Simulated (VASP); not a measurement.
# W (Im-3m) in VASP: a series of runs, part 2 of 2

VASP 6.6.1.

## Step 4: Relaxation of cell and atoms, PBE

Input file INCAR:

```
SYSTEM = W
ALGO     = Normal         ! electronic algorithm
EDIFF    = 1E-7           ! SCF threshold, eV
EDIFFG   = -0.005         ! ionic threshold
ENCUT    = 600            ! plane-wave cutoff, eV
GGA      = PE             ! functional
IBRION   = 2              ! ionic algorithm
ISIF     = 3              ! what is computed and relaxed
ISMEAR   = 0              ! smearing method
LASPH    = .TRUE.         ! aspherical terms in the spheres
LCHARG   = .FALSE.        ! write CHGCAR
LREAL    = .FALSE.        ! projectors in reciprocal space
LWAVE    = .FALSE.        ! write WAVECAR
NELM     = 60             ! most SCF steps
NSW      = 90             ! ionic steps
PREC     = Accurate       ! precision mode
SIGMA    = 0.1            ! smearing width, eV
```

Input file KPOINTS:

```
k-points
0
G
  18 18 18
  0 0 0
```

Input file POSCAR:

```
W
1.0
   -1.6007500000      1.6007500000      1.6007500000
    1.6007500000     -1.6007500000      1.6007500000
    1.6007500000      1.6007500000     -1.6007500000
W
1
Direct
    0.0000000000      0.0000000000      0.0000000000
```

Potentials or basis: VASP PAW PBE potentials, release 64 (W_sv).

Run with:

```
$ cat potpaw_PBE.64/W_sv/POTCAR > POTCAR
$ mpirun -np 1 vasp_std > vasp.out
```

OUTCAR:

```text
SYSTEM = W
   EDIFF = 1E-7
   EDIFFG = -0.005
   ENCUT = 600
   GGA = PE
   IBRION = 2
   ISIF = 3
   ISMEAR = 0
   LASPH = .TRUE.
   LREAL = .FALSE.
   NELM = 60
   NSW = 90
   PREC = Accurate

 ion  position               nearest neighbor table
   1  0.000  0.000  0.000-

  LATTYP: Found a body centered cubic cell.
 ALAT       =     3.2015000000

  Lattice vectors:

 A1 = (  -1.6007500000,   1.6007500000,   1.6007500000)
 A2 = (   1.6007500000,  -1.6007500000,   1.6007500000)
 A3 = (   1.6007500000,   1.6007500000,  -1.6007500000)

Analysis of symmetry for initial positions (statically):
=====================================================================
 Subroutine PRICEL returns:
 Original cell was already a primitive cell.

 Routine SETGRP: Setting up the symmetry group for a
 body centered cubic supercell.

 Subroutine GETGRP returns: Found 48 space group operations
 (whereof 48 operations were pure point group operations)
 out of a pool of 48 trial point group operations.

The static configuration has the point symmetry O_h .

Analysis of symmetry for dynamics (positions and initial velocities):
=====================================================================
 Subroutine PRICEL returns:
 Original cell was already a primitive cell.

 Routine SETGRP: Setting up the symmetry group for a
 body centered cubic supercell.

 Subroutine GETGRP returns: Found 48 space group operations
 (whereof 48 operations were pure point group operations)
 out of a pool of 48 trial point group operations.

The dynamic configuration has the point symmetry O_h .

 Subroutine INISYM returns: Found 48 space group operations
 (whereof 48 operations are pure point group operations),
 and found     1 'primitive' translations

----------------------------------------------------------------------------------------

                                     Primitive cell
[... 124 lines left out ...]
  volume of cell :       16.41
 maximum number of plane-waves:       564
 NGX is ok and might be reduce to    24
   NGX = 11   NGY = 11   NGZ = 11

--------------------------------------- Ionic step        1  -------------------------------------------

 number of electron      14.0000002 magnetization

 Free energy of the ion-electron system (eV)
  ---------------------------------------------------
  ext. energy  EPLUGINS =         0.00000000
  ---------------------------------------------------
  free energy    TOTEN  =       -12.94798626 eV

  energy without entropy =      -12.94429641  energy(sigma->0) =      -12.94614133

------------------------ aborting loop because EDIFF is reached ----------------------------------------

  FORCE on cell =-STRESS in cart. coord.  units (eV):
  Direction    XX          YY          ZZ          XY          YZ          ZX
  --------------------------------------------------------------------------------------
  -------------------------------------------------------------------------------------
  Total       -0.4567861     -0.4567861     -0.4567861      0.0000000      0.0000000     -0.0000000
  in kB      -44.6059602    -44.6059602    -44.6059602      0.0000000      0.0000000     -0.0000000
  external PRESSURE =     -44.6059602 kB  Pullay stress =       0.0000000 kB
[... 92 lines left out ...]
--------------------------------------- Ionic step        4  -------------------------------------------

 number of electron      14.0000002 magnetization

 Free energy of the ion-electron system (eV)
  ---------------------------------------------------
  ext. energy  EPLUGINS =         0.00000000
  ---------------------------------------------------
  free energy    TOTEN  =       -12.95145528 eV

  energy without entropy =      -12.94787215  energy(sigma->0) =      -12.94966371

 E-fermi :  11.1631     XC(G=0): -13.5303

 val. band max:       11.1589106614   @ k =  -0.2778   0.3333   0.2222
 cond. band min:      11.1754531809   @ k =   0.5000   0.5000   0.2222
 fundamental gap:      0.0165425195
 Fermi energy:        11.1631004694

 k-point     1 :       0.0000    0.0000    0.0000
  band No.  band energies     occupation
      1     -63.0400      2.00000
      2     -26.6302      2.00000
      3     -26.6302      2.00000
      4     -26.6302      2.00000
      5       1.6351      2.00000
      6       9.9698      2.00000
      7       9.9698      2.00000
      8       9.9698      2.00000
      9      13.3819      0.00000
     10      13.3819      0.00000
     11      25.6366      0.00000
[... 309 lines left out ...]
 k-point    24 :       0.3889    0.1111    0.0000
  band No.  band energies     occupation
      1     -62.9168      2.00000
      2     -27.7632      2.00000
      3     -27.0566      2.00000
      4     -26.6897      2.00000
      5       5.4404      2.00000
      6       7.8376      2.00000
      7      10.5486      2.00000
      8      13.1476      0.00000
      9      14.4383      0.00000
     10      17.4241      0.00000
     11      21.8143      0.00000

 [... further k-points ...]
[... 5 lines left out ...]
  --------------------------------------------------------------------------------------
  -------------------------------------------------------------------------------------
  Total       -0.0005870     -0.0005870     -0.0005870     -0.0000000     -0.0000000      0.0000000
  in kB       -0.0581884     -0.0581884     -0.0581884     -0.0000000     -0.0000000      0.0000000
  external PRESSURE =      -0.0581884 kB  Pullay stress =       0.0000000 kB
[... 16 lines left out ...]
  FREE ENERGIE OF THE ION-ELECTRON SYSTEM (eV)
  ---------------------------------------------------
  free  energy   TOTEN  =       -12.9514552793 eV

  energy  without entropy=      -12.9478721497  energy(sigma->0) =      -12.94966371

 reached required accuracy - stopping structural energy minimisation
```

It took 42 s on 1 thread of Intel Xeon Platinum 8488C (Sapphire Rapids), shared host; peak memory 0.18 GiB.

What came out:

* Free energy: -12.9515 eV
* Relaxed volume: 16.16 Å³/atom
* Relaxed cell: a = 2.759 Å, b = 2.759 Å, c = 2.759 Å, α = 109.47°, β = 109.47°, γ = 109.47°
* Space group after relaxing (to 0.05 Å): Im-3m (No. 229)
* Energy gained by relaxing: 3.5 meV/atom
* Ionic steps: 4
* Pressure after relaxing: 0.0 GPa
* Band gap on the k mesh: none (metal or under the smearing width)

The path:
```csv
step,energy change (eV),largest force (eV/Å),pressure (GPa),volume (Å³)
1,0.0000,0.0000,-4.46,16.41
2,0.0397,0.0000,17.79,15.35
3,-0.0035,0.0000,-0.10,16.17
4,-0.0035,0.0000,-0.01,16.16
```

Final structure:
```cif
data_structure
_symmetry_space_group_name_H-M 'P 1'
_symmetry_Int_Tables_number 1
_cell_length_a 2.7587
_cell_length_b 2.7587
_cell_length_c 2.7587
_cell_angle_alpha 109.471
_cell_angle_beta 109.471
_cell_angle_gamma 109.471
_cell_volume 16.16
loop_
_atom_site_label
_atom_site_type_symbol
_atom_site_fract_x
_atom_site_fract_y
_atom_site_fract_z
_atom_site_occupancy
W1 W 0.00000 0.00000 0.00000 1
```

## Step 5: Summary

| level | potentials or basis | gap on the mesh (eV) | pressure (GPa) | relaxed volume (Å³/atom) |
| --- | --- | --- | --- | --- |
| PBEsol | VASP PAW PBE potentials, release 64 (W_sv) | none | 0.0 | 15.73 |
| LDA | VASP PAW LDA potentials, release 64 (W_sv) | none | 0.0 | 15.51 |
| PBE | VASP PAW PBE potentials, release 64 (W_sv) | none | 0.0 | 16.16 |

Alike in all rows: task relaxation of cell and atoms; no spin polarisation; cell relaxed; k mesh 18 × 18 × 18; cutoff (eV) 600; smearing gaussian 0.1 eV.

Caveats: the PAW data sets were made with another functional, which shifts forces and pressure a little (some runs).

Total energies depend on the potentials used, so only differences within one code and one set of settings carry meaning.
